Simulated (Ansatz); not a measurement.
# Notes on KF

```yaml
crystal:
  lattice:
    - [-2.62926, 5.41235, 2.67081]
    - [2.67275, -0.00700, 2.72831]
    - [2.64491, 2.70357, 0.02085]
  atoms:
    - { symbol: K, position: [0.00698, 0.04905, 0.06998] }
    - { symbol: K, position: [0.43855, 0.54595, 0.97287] }
    - { symbol: F, position: [0.20660, 0.81271, 0.51840] }
    - { symbol: F, position: [0.78805, 0.35320, 0.44681] }
```

Level: RPBE, no spin polarisation; 420 eV; 3×6×6 (shifted by 0.5, 0, 0 steps) mesh; fermi-dirac occupations (width 0.0986 eV); Ansatz 0.2.0, fixed geometry.

Is it stable against the elements?

-2.43 eV an atom against the elements' usual phases (free molecules for gases, crystals otherwise, with no correction for O₂ or N₂), so it is bound against them; other compounds may still compete. Relaxing would lower it.

Is the cell too large or too small?

The pressure is 6.6 GPa (compression positive), so with the atoms held at these fractions the cell would first expand; the forces are large, so a full relaxation may end otherwise. The principal stresses 4.4, 6.4, 9.1 GPa differ, so its shape would change too.

Which orbitals make up the band edges?

Within 0.7 eV of the edges, the states project mainly on F p (97 %) below the gap and on K s (78 %) above it.

Is there a gap, and of what kind?

The gap on the k mesh is 5.62 eV; the mesh may miss the band edges, so the true gap of this level can be smaller.

Origin: a strained cell with displaced atoms, so it need not be a known compound. Caveats: an odd or shifted mesh can miss the band edges, so this level's true gap may be smaller; atoms or cell far from equilibrium; forces of this functional can be a tenth off on these datasets.
